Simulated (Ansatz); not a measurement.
Ansatz input file:

```yaml
crystal:
  lattice:
    - [0.0, 2.8096910205, 2.8096910205]
    - [2.8096910205, 0.0, 2.8096910205]
    - [2.8096910205, 2.8096910205, 0.0]
  atoms:
    - { symbol: Ga, position: [0.0, 0.0, 0.0] }
    - { symbol: As, position: [0.75, 0.75, 0.75] }
basis:
  ecutwfc: 420
kpoints:
  mp_grid: { grid: [12, 12, 12] }
hamiltonian:
  xc: lda
scf:
  occupations: { method: gaussian, width: 0.05 }
output:
  forces: true
  stress: true
  eigenvalues: true
```

Command:
```bash
ansatz run input.yaml --threads 1 --pin off --max-ram 1331MiB --backend cpu --events-out ev --progress --plain --runs-dir out
```

Theory: Ansatz 0.2.0, DFT LDA, scalar-relativistic, plane waves, PAW.

Part of what the program printed, abridged (final results; tables in files aren't shown):

```
SCF 1 converged in 6 iterations: F = -8481.296807 eV  dr2 = 5.77e-9
SCF converged after 6 iterations
Free energy (F): -8481.296807 eV
Harris-Foulkes:  -8481.296807 eV  (|F-HF|=7.03e-9)
Internal energy: -8481.296807 eV  (E = F + TS)
E sigma→0 (E₀):  -8481.296807 eV
Fermi energy:    8.333052 eV
--- Per-component energies (eV) ---
  E_band       = -317.862726
  E_kinetic    = 220.693731
  E_local      = -3900.271157  (includes V_loc(G=0)·N_el)
  E_nonlocal   = -238.593918
  E_hartree    = 1963.135276
  E_xc         = -148.193668
  E_vxc        = -138.740665  (∫ρ·V_xc dr)
  E_paw        = -3666.661581  (= ΣΔE_a)
  E_vpaw       = -187.225820  (= ΣTr[D̂ρ^β])
  E_aug_tail   = -0.000094  (compensation charges beyond the density's cutoff)
  E_ewald      = -2715.209106
  E_core_change = 3.803710  (= ΣΔE_core)
  E_smearing   =  0.000000  (= −TS)
--- Forces (eV/Å), atoms counted from 1 ---
  atom   1  Ga     0.00000000     0.00000000     0.00000000
  atom   2  As     0.00000000     0.00000000     0.00000000
--- Stress (GPa, compression-positive) ---
       -0.628365       0.000000       0.000000
        0.000000      -0.628365       0.000000
        0.000000       0.000000      -0.628365
  P = ⅓ Tr σ = -0.6284 GPa (-6.284 kbar)
--- Band table (eV; the first three rows and the last of 72) ---
  k-point 0: bands = ["-27.1970", "-27.1970", "-27.1970", "-27.1862", "-27.1862", "-6.8118", "-6.8118", "-6.8118", "-6.7292", "-6.7292", "-4.7957", "8.1191", "8.1191", "8.1191", "8.5407", "11.8124", "11.8124", "11.8124"]
  k-point 1: bands = ["-27.1969", "-27.1969", "-27.1969", "-27.1862", "-27.1862", "-6.8187", "-6.8101", "-6.8101", "-6.7293", "-6.7293", "-4.7118", "6.8548", "8.0015", "8.0015", "9.4188", "11.9601", "11.9854", "11.9854"]
  k-point 2: bands = ["-27.1969", "-27.1967", "-27.1967", "-27.1862", "-27.1862", "-6.8363", "-6.8055", "-6.8055", "-6.7294", "-6.7294", "-4.4675", "5.3333", "7.7262", "7.7262", "9.6793", "12.3709", "12.3709", "12.7510"]
  k-point 71: bands = ["-27.1966", "-27.1962", "-27.1950", "-27.1864", "-27.1856", "-6.9169", "-6.7788", "-6.7654", "-6.7406", "-6.7256", "-2.1626", "1.3553", "4.4779", "4.6685", "12.7402", "12.7676", "13.4794", "14.0840"]
```

The calculation finished and met its thresholds.